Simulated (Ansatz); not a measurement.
# BAs: relaxation of cell and atoms with PBE

BAs:

```xyz
2
Lattice="0.0000 2.3885 2.3885 2.3885 0.0000 2.3885 2.3885 2.3885 0.0000" Properties=species:S:1:pos:R:3 pbc="T T T"
As    3.5827    3.5827    3.5827
B     0.0000    0.0000    0.0000
```

```yaml
Program: Ansatz 0.2.0
Task: relaxation of cell and atoms
Functional: PBE
Potentials_or_basis: all-electron LAPW, scalar-relativistic
Basis_error_allowed: 0.001 eV/atom
k_mesh: 10 × 10 × 10
Occupations: fermi-dirac, width 0.05 eV
Spin: no spin polarisation
```

```yaml
Relaxed_volume: 13.90 Å³/atom
Relaxed_cell: a = 3.400 Å, b = 3.400 Å, c = 3.400 Å, α = 60.00°, β = 60.00°, γ = 60.00°
Space_group_after_relaxing_to_0.05_Å: F-43m (No. 216)
Energy_gained_by_relaxing: 2.3 meV/atom
Ionic_steps: 4
Pressure_after_relaxing: 0.0 GPa
Band_gap_on_the_k_mesh: 1.21 eV
```

Step by step:
| step | energy change (eV) | largest force (eV/Å) | volume (Å³) |
| --- | --- | --- | --- |
| 1 | 0.0000 | 0.0000 | 27.25 |
| 2 | -0.0042 | 0.0000 | 27.65 |
| 3 | -0.0046 | 0.0000 | 27.80 |
| 4 | -0.0046 | 0.0000 | 27.80 |

Final structure:
```
As B
1.0
     0.00000    2.40431    2.40431
     2.40431    0.00000    2.40431
     2.40431    2.40431    0.00000
As B
1 1
Direct
  0.75000 0.75000 0.75000
  0.00000 0.00000 0.00000
```

Wall time 25 s on 1 thread of Arm Neoverse V2, on a shared host, peak memory 0.28 GiB.

A k mesh can miss the band edges. PBE usually gives volumes a little too large and moduli too small.
